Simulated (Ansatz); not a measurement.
# Be: response to strain

Aim: deform Be (equal xy, yz and zx engineering shear strains of +2 %) and compute stress, forces and field gradients with LAPW, PAW and all-electron datasets made for the crystal.

Program: Ansatz 0.2.0. Level of theory: DFT PBE, scalar-relativistic. These are calculated values, not measurements.

### 1 The structure to begin with

It takes space group Im-3m (No. 229, cubic). The conventional cell has a = 2.506 Å, b = 2.506 Å, c = 2.506 Å, α = 90.00°, β = 90.00°, γ = 90.00°. Be (site symmetry m-3m) has 8 Be at 2.17 Å as nearest neighbours.

Structure file:

```
Be
1.0
    -1.25312    1.25312    1.25312
     1.25312   -1.25312    1.25312
     1.25312    1.25312   -1.25312
Be
1
Cartesian
  0.0000 0.0000 0.0000
```

### 2 The deformed structure

Space group Im-3m before, R-3m after.

### 3 Full-potential LAPW

input.yaml reads:

```yaml
crystal:
  lattice:
    - [-1.2280585323, 1.2531209513, 1.2531209513]
    - [1.2531209513, -1.2280585323, 1.2531209513]
    - [1.2531209513, 1.2531209513, -1.2280585323]
  atoms:
    - { symbol: Be, position: [0.0, 0.0, 0.0] }
kpoints:
  mp_grid: { grid: [23, 23, 23] }
  band_path:
    path:
      - [0.0, 0.0, 0.0]
      - [0.0, 0.0, 0.5]
      - [-0.5, 0.5, 0.5]
      - [-0.7448729721, 0.2551270279, 0.2551270279]
      - [0.2551270279, 0.2551270279, 0.2551270279]
      - [0.0, 0.0, 0.0]
      - [-0.5, 0.0, 0.5]
    npoints: 5
scf:
  occupations: { method: fermi_dirac, width: 0.03 }
hamiltonian:
  xc: pbe
  pseudopotentials: { kind: all_electron, lapw: { basis_error: 0.00025 } }
output:
  forces: true
  stress: true
  eigenvalues: true
```

Run with:

```
> ansatz run input.yaml --threads 1 --pin off --max-ram 3072MiB --backend cpu --events-out ev --progress --plain --runs-dir out
```

### 4 PAW on the default files

input.yaml reads:

```yaml
crystal:
  lattice:
    - [-1.2280585323, 1.2531209513, 1.2531209513]
    - [1.2531209513, -1.2280585323, 1.2531209513]
    - [1.2531209513, 1.2531209513, -1.2280585323]
  atoms:
    - { symbol: Be, position: [0.0, 0.0, 0.0] }
kpoints:
  mp_grid: { grid: [23, 23, 23] }
scf:
  occupations: { method: fermi_dirac, width: 0.03 }
hamiltonian:
  xc: pbe
  pseudopotentials: { kind: paw }
output:
  forces: true
  stress: true
  eigenvalues: true
  efg: { contact_densities: true }
  write_density: true
  write_potential: true
  elf: true
  volumetric_format: npy
```

### 5 Datasets made for this crystal

input.yaml, as its differences from that of step 4:

```diff
@@ -13,3 +13,3 @@
   xc: pbe
-  pseudopotentials: { kind: paw }
+  pseudopotentials: { kind: all_electron, datasets: crystal }
 output:
@@ -19,5 +19 @@
   efg: { contact_densities: true }
-  write_density: true
-  write_potential: true
-  elf: true
-  volumetric_format: npy
```

(Steps that only read results are left out.)

What does the calculation give? Wanted: pressure; largest shear or deviatoric stress.

**Answer**, as computed:

```
                                 quantity                                              value
                                 pressure  LAPW -0.71, PAW -0.68, crystal datasets -0.71 GPa
largest shear or deviatoric stress (LAPW)                                           3.82 GPa
```

The largest part of the stress beyond the pressure is 3.82 GPa in size. No run of the undeformed cell stands beside it, so the pressure holds what the given cell had before the change. PAW: stress within 0.03 GPa of LAPW. Crystal datasets: stress within 0.01 GPa of LAPW.
